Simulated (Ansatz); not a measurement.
The system is TePt.

```
Pt Te
1.0
     1.98157    1.14406    6.66103
    -1.98157    1.14406    6.66103
     0.00000   -2.28812    6.66103
Pt Te
2 2
Direct
  0.12967 0.12967 0.12967
  0.87033 0.87033 0.87033
  0.40200 0.40200 0.40200
  0.59800 0.59800 0.59800
```

Base run:

| Quantity | Value |
| --- | --- |
| Program | Ansatz 0.2.0 |
| Functional | PBEsol |
| Potentials or basis | all-electron PAW datasets made for the crystal |
| Cutoff | 260 eV |
| Density cutoff | 1040 eV |
| k mesh | 8 × 8 × 8 |
| Occupations | fermi-dirac, width 0.05 eV |
| Spin | no spin polarisation |

Its results: pressure -0.3 GPa; largest force 0.193 eV/Å.

Question: After a change of settings the same cell gave: pressure 11.6 GPa; largest force 1.350 eV/Å. Which change was it?
A. potentials or basis from all-electron PAW datasets made for the crystal to all-electron LAPW, inner shells corrected to Dirac's equation; cutoff from 260 eV to 288 eV; density cutoff from 1040 eV to 1152 eV
B. potentials or basis from all-electron PAW datasets made for the crystal to all-electron LAPW, scalar-relativistic; cutoff from 260 eV to 288 eV; density cutoff from 1040 eV to 1152 eV; k mesh from 8 × 8 × 8 to 6 × 6 × 6
C. potentials or basis from all-electron PAW datasets made for the crystal to all-electron LAPW, non-relativistic; cutoff from 260 eV to 287 eV; density cutoff from 1040 eV to 1149 eV
D. potentials or basis from all-electron PAW datasets made for the crystal to all-electron LAPW, scalar-relativistic; cutoff from 260 eV to 288 eV; density cutoff from 1040 eV to 1152 eV

Answer: C.

Caveats: relativity is left out, which matters for the heavier elements (some runs); forces of over 1 eV/Å show positions far from the minimum, so gaps and moduli don't describe the material at rest (some runs).

Not every run made on this cell is shown here.
